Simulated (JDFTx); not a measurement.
**Zn in JDFTx: convergence with k mesh**

Input of the first run (k mesh 2 × 2 × 2); the others differ in this setting and in those tied to it:

Zn.in

```
lattice \
   -3.0114327246     2.8419981417     2.9179479165 \
    3.3573160435    -2.8471347007     2.7536498927 \
    3.2995025939     2.6198866494    -2.7893212323
coords-type Lattice
ion Zn     0.0000000000     0.0000000000     0.0000000000 1

ion-species pseudo/Zn.upf
elec-cutoff 42
elec-ex-corr gga-PBEsol
kpoint-folding 2 2 2
elec-smearing Cold 0.0018374661
elec-n-bands 16
electronic-SCF nIterations 100 energyDiffThreshold 1e-09
electronic-minimize nIterations 30 energyDiffThreshold 1e-7
converge-empty-states yes
forces-output-coords Cartesian

dump-name run.$VAR
dump End Ecomponents EigStats BandEigs Kpoints Forces Stress
```

Potentials or basis: PseudoDojo-SR-PBEsol-0.4-stringent with smoothed tails.

Run with:

```console
$ jdftx -c 1 -i Zn.in -o Zn.out
```

Hardware: 1 thread of Arm Neoverse V1 (shared host).

| k mesh | energy less the tightest run, at zero smearing (meV/atom) | pressure (GPa) | SCF cycles | CPU time (s) | peak memory (GiB) |
| --- | --- | --- | --- | --- | --- |
| 2 × 2 × 2 | 1211.98 | -15.58 | 10 | 7.6 | 0.05 |
| 3 × 4 × 4 | -42.52 | -2.75 | 9 | 20 | 0.05 |
| 4 × 5 × 5 | 41.34 | -4.03 | 9 | 39 | 0.07 |
| 6 × 6 × 6 | -27.57 | -2.83 | 9 | 82 | 0.11 |
| 7 × 8 × 8 | 28.86 | -3.08 | 9 | 160 | 0.2 |
| 9 × 10 × 10 | -3.10 | -3.64 | 9 | 320 | 0.36 |
| 11 × 12 × 12 | 2.74 | -2.94 | 9 | 570 | 0.61 |
| 13 × 14 × 14 | 0.00 | -3.26 | 9 | 910 | 0.96 |

Not settled before the last step: the energy (to 1 meV/atom), the pressure (to 0.1 GPa). Meshes of other sizes hit other points, so gaps and Fermi surfaces needn't settle smoothly. The tightest run that finished is the yardstick and may itself not be fully converged.

Caveat, for the tightest run too: the empty levels aren't tightly converged.
